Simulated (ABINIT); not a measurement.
# W (Pbcm) in ABINIT: single point with PBEsol

Aim: the single point of W with PBEsol.

Program: ABINIT 10.8.3 (patched build). These are calculated values, not measurements. Logs are shortened: lines on timing, memory, paths and dates and some standing lists are left out, and cuts for length are marked. The log counts tension as positive stress, the text compression.

**1. The structure**

Symmetry: Pbcm, No. 57, orthorhombic system. The conventional cell has a = 2.810 Å, b = 4.864 Å, c = 4.924 Å, α = 90.00°, β = 90.00°, γ = 90.00°. W (site symmetry m) is surrounded by 12 W at 2.70 to 3.06 Å.

This isn't the form of W at room conditions, which is bcc.

**2. Single point, PBEsol**

run.abi reads:

```
# Pseudopotentials
pp_dirpath "./"
pseudos "W.upf"

# Structure
acell 5.3094916828 9.1913822058 9.3044350712
rprim
     1.0000000000     0.0000000000     0.0000000000
     0.0000000000     1.0000000000     0.0000000000
     0.0000000000     0.0000000000     1.0000000000
ntypat 1
znucl 74
natom 4
typat 1 1 1 1
xred
     0.7931720000     0.9368430000     0.7500000000
     0.2068280000     0.4368430000     0.7500000000
     0.2068280000     0.0631570000     0.2500000000
     0.7931720000     0.5631570000     0.2500000000
chkprim 0
chksymtnons 0
tolsym 1.0e-6

# Plane-wave basis
ecut 31.0

# k points
kptopt 1
ngkpt 7 4 4
nshiftk 1
shiftk 0.0 0.0 0.0

# Exchange and correlation
ixc -116133

# Bands and occupations
nband 34
occopt 3
tsmear 0.05 eV

# SCF cycle
nstep 100
tolvrs 1.0e-10

# Output
iomode 3
prtwf 0
prtden 0
prteig 0
prtebands 0
```

Potentials or basis: PseudoDojo NC SR PBEsol v0.4.1 standard.

Launch:

```bash
> mpirun --bind-to none -np 4 abinit run.abi > log 2>&1
```

run.abo:

```text
.Version 10.8.3 of ABINIT
 Symmetries : space group Pb c m (# 57); Bravais oP (primitive ortho.)
================================================================================
 Values of the parameters that define the memory need of the present run
     intxc =       0    ionmov =       0      iscf =       7    lmnmax =       8
     lnmax =       8     mgfft =      48  mpssoang =       4    mqgrid =    3001
     natom =       4  nloc_mem =       1    nspden =       1   nspinor =       1
    nsppol =       1      nsym =       8    n1xccc =    2501    ntypat =       1
    occopt =       3   xclevel =       2
       mpw =        3766          nfft =       69120          nkpt =          36
================================================================================
================================================================================

--------------------------------------------------------------------------------
------------- Echo of variables that govern the present computation ------------
--------------------------------------------------------------------------------
 -outvars: echo values of preprocessed input variables --------
            acell      5.3094916828E+00  9.1913822058E+00  9.3044350712E+00 Bohr
              amu      1.83850000E+02
          chkprim           0
      chksymtnons           0
             ecut      3.10000000E+01 Hartree
              ixc     -116133
         kptrlatt        7    0    0      0    4    0      0    0    4
          kptrlen      3.67655288E+01
            natom           4
            nband          34
            ngfft          30      48      48
             nkpt          36
            nstep         100
             nsym           8
           ntypat           1
           occopt           3
           prtden           0
        prtebands           0
           prteig           0
            prtwf           0
          spgroup          57
           tolsym      1.00000000E-06
           tolvrs      1.00000000E-10
           tsmear      1.83746611E-03 Hartree
            typat      1  1  1  1
           xangst      2.2285452264E+00  4.5566825593E+00  3.6927712475E+00
                       5.8111677175E-01  2.1247475610E+00  3.6927712475E+00
                       5.8111677175E-01  3.0718743738E-01  1.2309237492E+00
                       2.2285452264E+00  2.7391224357E+00  1.2309237492E+00
            xcart      4.2113401370E+00  8.6108820798E+00  6.9783263034E+00
                       1.0981515458E+00  4.0151909769E+00  6.9783263034E+00
                       1.0981515458E+00  5.8050012597E-01  2.3261087678E+00
                       4.2113401370E+00  5.1761912289E+00  2.3261087678E+00
             xred      7.9317200000E-01  9.3684300000E-01  7.5000000000E-01
                       2.0682800000E-01  4.3684300000E-01  7.5000000000E-01
                       2.0682800000E-01  6.3157000000E-02  2.5000000000E-01
                       7.9317200000E-01  5.6315700000E-01  2.5000000000E-01
            znucl       74.00000

================================================================================

 chkinp: Checking input parameters for consistency.

================================================================================
== DATASET  1 ==================================================================

--- !DatasetInfo
iteration_state: {dtset: 1, }
dimensions: {natom: 4, nkpt: 36, mband: 34, nsppol: 1, nspinor: 1, nspden: 1, mpw: 3766, }
cutoff_energies: {ecut:  31.0, pawecutdg:  -1.0, }
electrons: {nelect:   5.60000000E+01, charge:   0.00000000E+00, occopt:   3.00000000E+00, tsmear:   1.83746611E-03, }
meta: {optdriver: 0, ionmov: 0, optcell: 0, iscf: 7, paral_kgb: 0, }
...

 Real(R)+Recip(G) space primitive vectors, cartesian coordinates (Bohr,Bohr^-1):
 R(1)=  5.3094917  0.0000000  0.0000000  G(1)=  0.1883419  0.0000000  0.0000000
 R(2)=  0.0000000  9.1913822  0.0000000  G(2)=  0.0000000  0.1087976  0.0000000
 R(3)=  0.0000000  0.0000000  9.3044351  G(3)=  0.0000000  0.0000000  0.1074756
 Unit cell volume ucvol=  4.5407102E+02 bohr^3
 Angles (23,13,12)=  9.00000000E+01  9.00000000E+01  9.00000000E+01 degrees

 getcut: wavevector=  0.0000  0.0000  0.0000  ngfft=  30  48  48
         ecut(hartree)=     31.000   => boxcut(ratio)=   2.05828

--- Pseudopotential description ------------------------------------------------
- pspini: atom type   1  psp file is ./W.upf
12 -116133 3 -1 1396                          pspcod,pspxc,lmax,lloc,mmax
     nproj     2     2     2     2

   2.57906211E+03                                ecore*ucvol(ha*bohr**3)
--------------------------------------------------------------------------------

================================================================================

--- !BeginCycle
iteration_state: {dtset: 1, }
solver: {iscf: 7, nstep: 100, nline: 4, wfoptalg: 0, }
tolerances: {tolvrs: 1.00E-10, }
...

     iter   Etot(hartree)      deltaE(h)  residm     vres2
 ETOT  1  -303.06492123965    -3.031E+02 1.508E-01 6.405E+01
 ETOT  2  -303.24554406589    -1.806E-01 1.852E-02 4.247E+00
 ETOT  3  -303.24698125360    -1.437E-03 6.637E-03 9.666E-03
 ETOT  4  -303.24699415772    -1.290E-05 7.968E-03 2.501E-04
 ETOT  5  -303.24699484336    -6.856E-07 2.910E-03 2.014E-05
 ETOT  6  -303.24699489706    -5.370E-08 4.694E-03 3.724E-08
 ETOT  7  -303.24699490106    -4.001E-09 2.038E-03 2.382E-08
 ETOT  8  -303.24699490146    -3.942E-10 2.464E-03 7.838E-10
 ETOT  9  -303.24699490150    -4.229E-11 1.651E-03 7.264E-12

 At SCF step    9       vres2   =  7.26E-12 < tolvrs=  1.00E-10 =>converged.

 Cartesian components of stress tensor (hartree/bohr^3)
  sigma(1 1)=  4.05758899E-04  sigma(3 2)=  0.00000000E+00
  sigma(2 2)=  3.37269960E-04  sigma(3 1)=  0.00000000E+00
  sigma(3 3)=  3.37659451E-04  sigma(2 1)=  0.00000000E+00

--- !ResultsGS
iteration_state: {dtset: 1, }
comment   : Summary of ground state results
lattice_vectors:
- [  5.3094917,   0.0000000,   0.0000000, ]
- [  0.0000000,   9.1913822,   0.0000000, ]
- [  0.0000000,   0.0000000,   9.3044351, ]
lattice_lengths: [   5.30949,    9.19138,    9.30444, ]
lattice_angles: [ 90.000,  90.000,  90.000, ] # degrees, (23, 13, 12)
lattice_volume:   4.5407102E+02
convergence: {deltae: -4.229E-11, res2:  7.264E-12, residm:  1.651E-03, diffor: null, }
etotal    :  -3.03246995E+02
entropy   :   0.00000000E+00
fermie    :   6.54998960E-01
cartesian_stress_tensor: # hartree/bohr^3
- [  4.05758899E-04,   0.00000000E+00,   0.00000000E+00, ]
- [  0.00000000E+00,   3.37269960E-04,   0.00000000E+00, ]
- [  0.00000000E+00,   0.00000000E+00,   3.37659451E-04, ]
pressure_GPa:  -1.0598E+01
xred      :
- [  7.9317E-01,   9.3684E-01,   7.5000E-01,  W]
- [  2.0683E-01,   4.3684E-01,   7.5000E-01,  W]
- [  2.0683E-01,   6.3157E-02,   2.5000E-01,  W]
- [  7.9317E-01,   5.6316E-01,   2.5000E-01,  W]
cartesian_forces: # hartree/bohr
- [  1.14046752E-03,  -7.12724617E-05,   1.27174981E-31, ]
- [ -1.14046752E-03,  -7.12724617E-05,  -4.23916605E-32, ]
- [ -1.14046752E-03,   7.12724617E-05,  -4.23916605E-32, ]
- [  1.14046752E-03,   7.12724617E-05,  -4.23916605E-32, ]
force_length_stats: {min:   1.14269240E-03, max:   1.14269240E-03, mean:   1.14269240E-03, }
...

 Integrated electronic density in atomic spheres:
 ------------------------------------------------
 Atom  Sphere_radius  Integrated_density
    1        2.00000         10.15656378
    2        2.00000         10.15656378
    3        2.00000         10.15656378
    4        2.00000         10.15656378
================================================================================

 ----iterations are completed or convergence reached----

 Mean square residual over all n,k,spin=   76.032E-07; max=  16.509E-04
 reduced coordinates (array xred) for    4 atoms
       0.793172000000      0.936843000000      0.750000000000
       0.206828000000      0.436843000000      0.750000000000
       0.206828000000      0.063157000000      0.250000000000
       0.793172000000      0.563157000000      0.250000000000
 rms dE/dt=  3.5164E-03; max dE/dt=  6.0553E-03; dE/dt below (all hartree)
    1      -0.006055302803      0.000655092436     -0.000000000000
    2       0.006055302803      0.000655092436      0.000000000000
    3       0.006055302803     -0.000655092436      0.000000000000
    4      -0.006055302803     -0.000655092436      0.000000000000

 cartesian coordinates (angstrom) at end:
    1      2.22854522636544     4.55668255932685     3.69277124749904
    2      0.58111677174523     2.12474756097235     3.69277124749904
    3      0.58111677174523     0.30718743738215     1.23092374916635
    4      2.22854522636544     2.73912243573665     1.23092374916635

 cartesian forces (hartree/bohr) at end:
    1      0.00114046751830    -0.00007127246169     0.00000000000000
    2     -0.00114046751830    -0.00007127246169    -0.00000000000000
    3     -0.00114046751830     0.00007127246169    -0.00000000000000
    4      0.00114046751830     0.00007127246169    -0.00000000000000
 frms,max,avg= 6.5973377E-04 1.1404675E-03   0.000E+00  0.000E+00  0.000E+00 h/b

 cartesian forces (eV/Angstrom) at end:
    1      0.05864519772057    -0.00366497733664     0.00000000000000
    2     -0.05864519772057    -0.00366497733664    -0.00000000000000
    3     -0.05864519772057     0.00366497733664    -0.00000000000000
    4      0.05864519772057     0.00366497733664    -0.00000000000000
 frms,max,avg= 3.3924874E-02 5.8645198E-02   0.000E+00  0.000E+00  0.000E+00 e/A
 length scales=  5.309491682800  9.191382205800  9.304435071200 bohr
              =  2.809661998111  4.863869996709  4.923694996665 angstroms
 Fermi (or HOMO) energy (hartree) =   0.65500   Average Vxc (hartree)=  -0.50812
 Eigenvalues (hartree) for nkpt=  36  k points:
 kpt#   1, nband= 34, wtk=  0.00893, kpt=  0.0000  0.0000  0.0000 (reduced coord)
  -2.05756   -2.05473   -2.05352   -2.05174   -0.76260   -0.76121   -0.75689   -0.74832
  -0.73120   -0.72734   -0.72587   -0.72498   -0.72242   -0.72012   -0.71868   -0.71815
   0.32466    0.44500    0.46659    0.47897    0.48301    0.58901    0.63190    0.63421
   0.63911    0.64210    0.64222    0.64336    0.64445    0.64990    0.67543    0.71207
   0.74488    0.77884
      occupation numbers for kpt#   1
   2.00000    2.00000    2.00000    2.00000    2.00000    2.00000    2.00000    2.00000
   2.00000    2.00000    2.00000    2.00000    2.00000    2.00000    2.00000    2.00000
   2.00000    2.00000    2.00000    2.00000    2.00000    2.00000    1.99999    1.99998
   1.99965    1.99822    1.99809    1.99645    1.99358    1.88236    0.00003    0.00000
   0.00000    0.00000
 prteigrs : prtvol=0 or 1, do not print more k-points.

--- !EnergyTerms
iteration_state     : {dtset: 1, }
comment             : Components of total free energy in Hartree
kinetic             :  8.10190823862811E+01
hartree             :  3.44089091984162E+01
xc                  : -6.57627706472337E+01
Ewald energy        : -2.33271021784224E+02
psp_core            :  5.67986510828371E+00
local_psp           : -1.75866869364773E+02
non_local_psp       :  5.05467385486147E+01
internal            : -3.03246066554635E+02
'-kT*entropy'       : -9.28346865995746E-04
total_energy        : -3.03246994901501E+02
total_energy_eV     : -8.25177110619779E+03
band_energy         : -2.09515141228742E+01
...

 Cartesian components of stress tensor (hartree/bohr^3)
  sigma(1 1)=  4.05758899E-04  sigma(3 2)=  0.00000000E+00
  sigma(2 2)=  3.37269960E-04  sigma(3 1)=  0.00000000E+00
  sigma(3 3)=  3.37659451E-04  sigma(2 1)=  0.00000000E+00

-Cartesian components of stress tensor (GPa)         [Pressure= -1.0598E+01 GPa]
- sigma(1 1)=  1.19378390E+01  sigma(3 2)=  0.00000000E+00
- sigma(2 2)=  9.92282481E+00  sigma(3 1)=  0.00000000E+00
- sigma(3 3)=  9.93428404E+00  sigma(2 1)=  0.00000000E+00

== END DATASET(S) ==============================================================
================================================================================

 -outvars: echo values of variables after computation  --------
            acell      5.3094916828E+00  9.1913822058E+00  9.3044350712E+00 Bohr
           etotal     -3.0324699490E+02
            fcart      1.1404675183E-03 -7.1272461689E-05  1.2717498148E-31
                      -1.1404675183E-03 -7.1272461689E-05 -4.2391660492E-32
                      -1.1404675183E-03  7.1272461689E-05 -4.2391660492E-32
                       1.1404675183E-03  7.1272461689E-05 -4.2391660492E-32
           strten      4.0575889943E-04  3.3726996012E-04  3.3765945131E-04
                       0.0000000000E+00  0.0000000000E+00  0.0000000000E+00
           xangst      2.2285452264E+00  4.5566825593E+00  3.6927712475E+00
                       5.8111677175E-01  2.1247475610E+00  3.6927712475E+00
                       5.8111677175E-01  3.0718743738E-01  1.2309237492E+00
                       2.2285452264E+00  2.7391224357E+00  1.2309237492E+00
             xred      7.9317200000E-01  9.3684300000E-01  7.5000000000E-01
                       2.0682800000E-01  4.3684300000E-01  7.5000000000E-01
                       2.0682800000E-01  6.3157000000E-02  2.5000000000E-01
                       7.9317200000E-01  5.6315700000E-01  2.5000000000E-01
 Calculation completed.
```

Run time: 40 s. Hardware: 4 MPI ranks of Arm Neoverse V2, shared host; peak memory 0.32 GiB.

Results:

```
Free energy                                           : -8251.7711 eV
Pressure                                              : -10.6 GPa
Largest force                                         : 0.059 eV/Å
Band gap on the k mesh                                : none (metal or under the smearing width)
Valence electrons inside the program's atomic spheres : W 10.16 (radii [1.0584] Å)
```

Forces on the atoms (eV/Å):
```
W    0.059 -0.004  0.000
W   -0.059 -0.004  0.000
W   -0.059  0.004  0.000
W    0.059  0.004  0.000
```

Stress tensor (GPa, compression positive):
```
-11.94   0.00   0.00
  0.00  -9.92   0.00
  0.00   0.00  -9.93
```

Caveat: the cutoff is short for stress, so the pressure is rough.
